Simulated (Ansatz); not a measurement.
Runs of Ansatz 0.2.0 on Te. It takes space group R-3m (No. 166, trigonal). Conventional cell: a = 4.612 Å, b = 4.612 Å, c = 5.073 Å, α = 90.00°, β = 90.00°, γ = 120.00°. Around Te (site symmetry -3m) lie 6 Te at 3.15 Å. This isn't the form of Te at room conditions, which is trigonal, of chains.

```csv
task,level,potentials or basis,spin,cell,k mesh,cutoff (eV),smearing,other keys,gap on the mesh (eV),pressure (GPa),V0 of scaled cells (Å³/atom),B0 (GPa)
ladder of functionals,BPBE+D4,Ansatz PAW,"SOC, no magnetisation",volume scaled by 0.96,9 × 9 × 9,420,methfessel-paxton 0.1 eV,-,none,0.0,-,-
single point,revPBE,Ansatz PAW,"SOC, no magnetisation",as given,9 × 9 × 9,420,fermi-dirac 0.05 eV,-,none,(b),-,-
equation of state,LDA,Ansatz PAW,"SOC, no magnetisation",as given,9 × 9 × 9,420,cold 0.05 eV,-,-,-,30.72,58
equation of state,PBE,Ansatz PAW,off,as given,9 × 9 × 9,420,fermi-dirac 0.05 eV,-,-,-,32.65,50
electron localisation function,PBE+D3(BJ),PseudoDojo standard (PBE files),off,as given,9 × 9 × 9,1120,tetrahedron,-,none,-0.1,-,-
single point,PBE,Ansatz PAW,off,as given,9 × 9 × 9,420,fermi-dirac 0.05 eV,-,none,2.6,-,-
single point,PBE,Ansatz PAW,off,cell strained at random at fixed volume,9 × 9 × 9,420,fermi-dirac 0.05 eV,-,none,2.9,-,-
electron localisation function,LDA,Ansatz PAW,"SOC, no magnetisation",as given,9 × 9 × 9,420,tetrahedron uncorrected,scf.convergence.dr2_threshold = 1e-08; …,none,(a),-,-
projected density of states,PBEsol,Ansatz PAW,"SOC, no magnetisation",as given,11 × 11 × 11,420,gaussian 0.01 eV,kpoints.mp_grid.grid = 11 × 11 × 11,none,0.1,-,-
atomic charges,BLYP,Ansatz PAW,"SOC, no magnetisation",as given,9 × 9 × 9,420,methfessel-paxton 0.1 eV,-,none,7.5,-,-
```

Question: Fill in the values left out.

Answer: (a) 0.3; (b) 3.9.

Caveats: the PAW data sets come from PBE, with cores solved anew for the run's functional, which leaves a small shift of forces and pressure (some runs); pairwise dispersion overbinds metals, which lowers pressure and volume (some runs); the cell was scaled at fixed shape and fractional positions, which overstates the stiffness of a crystal with free parameters, most of all of layers and chains (some runs); the dispersion damping was fitted for another functional or another form of the correction (some runs); with tetrahedron occupations forces and stress needn't match the slope of the energy (some runs); the thresholds are loose for stress (some runs).

A k mesh can miss the band edges, and rows without SOC leave out spin-orbit coupling on Te.

A gap of «none» marks a metal or a gap under the smearing width.
